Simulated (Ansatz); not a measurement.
# Lu under changes of volume

One of the cells (29.496 Å³/atom); the others are scaled copies at fixed shape and fractional positions:

```
CELL_PARAMETERS angstrom
3.50310 0.00000 0.00000
-1.75155 3.03377 0.00000
0.00000 0.00000 5.55090
ATOMIC_POSITIONS crystal
Lu 0.66667 0.33333 0.75000
Lu 0.33333 0.66667 0.25000
```

```yaml
Program: Ansatz 0.2.0
Functional: LDA
Potentials_or_basis: Ansatz PAW
Cutoff: "420 eV (not typed: the program's choice for these potentials)"
k_mesh: 9 × 9 × 5
Occupations: fermi-dirac, width 0.05 eV
Spin: no spin polarisation
```

```csv
volume (Å³/atom),energy over the lowest point (meV/atom),pressure (GPa)
27.727,0.00,-3.2
28.317,13.48,-4.0
28.906,30.04,-4.8
29.496,49.38,-5.6
30.086,?,?
30.676,95.39,-6.8
31.266,121.59,-7.3
```

Q: What does the run at 30.086 Å³/atom give?

A: Energy over the lowest point 71.25 meV/atom; pressure -6.2 GPa.

Worked out: A Birch-Murnaghan fit of order 3 (a polynomial in V^(-2/3)) to the other rows has no minimum within the range. It gives 71.25 meV/atom at 30.086 Å³/atom, against the run's 71.25, and -dE/dV = -6.3 GPa, against -6.2.

Energies are extrapolated to zero smearing.

Caveats: the PAW data sets come from PBE, with cores solved anew for the run's functional, which leaves a small shift of forces and pressure.
